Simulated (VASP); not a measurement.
# SnO₂, self-consistent run: which settings are enough?

SnO₂, Cm (no. 8), 6 atoms in the cell. PBE; PAW potentials Sn_d, O (PBE set). VASP 6.6.1. The cell is changed on purpose: last atom moved by 0.08 Å along z, cell strained by +1.0% along z.

Wanted: energy within 2 meV/atom; forces within 0.01 eV/Å.

What the run is for: forces; Accuracy asked: standard.

POSCAR:
```
SnO2
1.0
    4.7380000000      0.0000000000      0.0000000000
    0.0000000000      4.7380000000      0.0000000000
    0.0000000000      0.0000000000      3.2183650000
Sn O
2 4
Direct
    0.5000000000      0.5000000000      0.5000000000
    0.0000000000      0.0000000000      0.0000000000
    0.8071000000      0.1929000000      0.5000000000
    0.6929000000      0.6929000000      0.0000000000
    0.1929000000      0.8071000000      0.5000000000
    0.3071000000      0.3071000000      0.0251059200
```

The series start from Plane-wave cutoff (eV): 520; k-point mesh: 5 × 5 × 7; Precision mode (PREC): Accurate; Electronic threshold (eV): 1e-6; Bands in all (NBANDS): 40; Aspherical gradient terms in the spheres (LASPH): yes; Electronic algorithm: ALGO=Normal; Density mixing: defaults; Support grid and gradient cutoff: ADDGRID=False GGA_COMPAT=False. Each series keeps the choices made before it, and each single choice may use up half of a tolerance.

## Plane-wave cutoff (eV)

| Plane-wave cutoff (eV) | Energy less reference (meV/atom) | Forces, largest deviation (eV/Å) | SCF iterations | Time (s) |
|---|---|---|---|---|
| 320 | -64.3 | 0.061 | 13 | 39 |
| 400 | -8.7 | 0.011 | 14 | 57 |
| 460 | 2.5 | 0.002 | 14 | 74 |
| 520 | 4.7 | 0.002 | 12 | 67 |
| 600 | 3.1 | 0.001 | 14 | 114 |
| 700 | 0.8 | 0.000 | 12 | 112 |
| 840 (reference) | 0.0 | 0.000 | 12 | 122 |

Chosen: 700, the loosest value from which every tighter one stays within half of the tolerance.

## k-point mesh

| k-point mesh | Energy less reference (meV/atom) | Forces, largest deviation (eV/Å) | SCF iterations | Time (s) |
|---|---|---|---|---|
| 2 × 2 × 2 | 88.5 | 0.074 | 12 | 18 |
| 2 × 2 × 3 | 16.0 | 0.008 | 12 | 21 |
| 3 × 3 × 4 | 2.4 | 0.001 | 12 | 33 |
| 3 × 3 × 5 | 1.1 | 0.001 | 12 | 38 |
| 4 × 4 × 6 | 0.2 | 0.000 | 12 | 64 |
| 5 × 5 × 7 | 0.0 | 0.000 | 12 | 112 |
| 6 × 6 × 9 | 0.0 | 0.000 | 14 | 184 |
| 7 × 7 × 11 (reference) | 0.0 | 0.000 | 12 | 278 |

Chosen: 4 × 4 × 6.

## Precision mode (PREC)

| Precision mode (PREC) | Energy less reference (meV/atom) | Forces, largest deviation (eV/Å) | SCF iterations | Time (s) |
|---|---|---|---|---|
| Low | -0.6 | 0.006 | 12 | 40 |
| SingleN | -0.6 | 0.006 | 12 | 36 |
| Normal | 0.0 | 0.000 | 12 | 40 |
| Accurate (reference) | 0.0 | 0.000 | 12 | 64 |

Chosen: Normal.

## Electronic threshold (eV)

| Electronic threshold (eV) | Energy less reference (meV/atom) | Forces, largest deviation (eV/Å) | SCF iterations | Time (s) |
|---|---|---|---|---|
| 0.001 | 0.0 | 0.001 | 10 | 35 |
| 0.0001 | 0.0 | 0.000 | 12 | 38 |
| 1e-5 | 0.0 | 0.000 | 12 | 42 |
| 1e-6 | 0.0 | 0.000 | 12 | 40 |
| 1e-7 | 0.0 | 0.000 | 14 | 48 |
| 1e-8 (reference) | 0.0 | 0.000 | 17 | 49 |

Chosen: 0.001.

## Bands in all (NBANDS)

| Bands in all (NBANDS) | Energy less reference (meV/atom) | Forces, largest deviation (eV/Å) | SCF iterations | Time (s) |
|---|---|---|---|---|
| 27 | 0.0 | 0.003 | 10 | 24 |
| 28 | 0.0 | 0.003 | 10 | 26 |
| 30 | 0.0 | 0.003 | 10 | 27 |
| 32 | 0.0 | 0.002 | 10 | 30 |
| 40 | 0.0 | 0.001 | 10 | 35 |
| 54 (reference) | 0.0 | 0.000 | 10 | 43 |

Chosen: 27.

## Aspherical gradient terms in the spheres (LASPH)

| Aspherical gradient terms in the spheres (LASPH) | Energy less reference (meV/atom) | Forces, largest deviation (eV/Å) | SCF iterations | Time (s) |
|---|---|---|---|---|
| no | 1.1 | 0.002 | 10 | 24 |
| yes (reference) | 0.0 | 0.000 | 10 | 24 |

Chosen: yes; the one before it in the list is off by more than half of the tolerance.

## Electronic algorithm

| Electronic algorithm | Energy less reference (meV/atom) | Forces, largest deviation (eV/Å) | SCF iterations | Time (s) |
|---|---|---|---|---|
| ALGO=Normal | 0.0 | 0.000 | 10 | 24 |
| ALGO=Fast | 0.0 | 0.005 | 13 | 31 |
| ALGO=VeryFast | 0.1 | 0.002 | 18 | 40 |
| ALGO=All ISEARCH=1 | 0.0 | 0.005 | 14 | 31 |
| ALGO=All ISEARCH=0 | 0.0 | 0.005 | 14 | 32 |
| ALGO=Damped TIME=0.4 | 0.7 | 0.005 | 21 | 41 |
| ALGO=Damped TIME=0.1 | 1.4 | 0.006 | 32 | 52 |
| ALGO=Old Fast | 0.0 | 0.002 | 11 | 28 |

Chosen: ALGO=Normal; no other choice that stays within half of the tolerance saves 30 % of the time.

## Density mixing

| Density mixing | Energy less reference (meV/atom) | Forces, largest deviation (eV/Å) | SCF iterations | Time (s) |
|---|---|---|---|---|
| defaults | 0.0 | 0.000 | 10 | 24 |
| WC=0 | 0.0 | 0.002 | 11 | 25 |
| AMIX=0.2 | 0.0 | 0.007 | 11 | 27 |
| MIXPRE=2 | 0.0 | 0.001 | 11 | 29 |
| AMIX=0.6 | 0.0 | 0.004 | 10 | 26 |
| BMIX=0.5 | 0.0 | 0.001 | 10 | 23 |
| AMIX=0.8 | 0.0 | 0.004 | 11 | 26 |

Chosen: defaults.

## Support grid and gradient cutoff

| Support grid and gradient cutoff | Energy less reference (meV/atom) | Forces, largest deviation (eV/Å) | SCF iterations | Time (s) |
|---|---|---|---|---|
| ADDGRID=False GGA_COMPAT=False | 0.0 | 0.000 | 10 | 24 |
| ADDGRID=True GGA_COMPAT=False | 0.0 | 0.000 | 10 | 30 |
| ADDGRID=False GGA_COMPAT=True | 0.0 | 0.000 | 10 | 25 |

Chosen: ADDGRID=False GGA_COMPAT=False.

## All choices together

| Input | Energy less reference (meV/atom) | Forces, largest deviation (eV/Å) | Time (s) |
|---|---|---|---|
| the program's defaults (naive) | -5.7 | 0.006 | 7.2 |
| chosen settings | 1.0 | 0.003 | 24 |
| reference settings throughout | 0.0 | 0.000 | 613 |

The tolerance is met.

## The input

INCAR:
```
  ADDGRID = F
  ALGO = Normal
  EDIFF = 0.001
  EFERMI = MIDGAP
  ENCUT = 700
  GGA = PE
  GGA_COMPAT = F
  ISIF = 2
  ISMEAR = 0
  KPAR = 4
  LASPH = T
  LCHARG = F
  LREAL = F
  LWAVE = F
  NBANDS = 27
  NELM = 120
  PREC = Normal
  SIGMA = 0.03
```

KPOINTS:
```
Automatic mesh
0
Gamma
  4 4 6
  0 0 0
```

Commands:
```
cat potpaw_PBE.64/Sn_d/POTCAR potpaw_PBE.64/O/POTCAR > POTCAR
mpirun -np 4 vasp_std > vasp.out
```

The chosen input took VASP 6.6.1 24 s on 4 cores (AMD EPYC 7R43 (Zen 3)), a shared host.

## An input that fails: k-point groups that do not divide the ranks

VASP's message: M_divide: can not subdivide            4 nodes by           3.

Changes against the starting input:
```
- NELM = 120
- KPAR = 4
+ NELM = 58
+ KPAR = 3
```
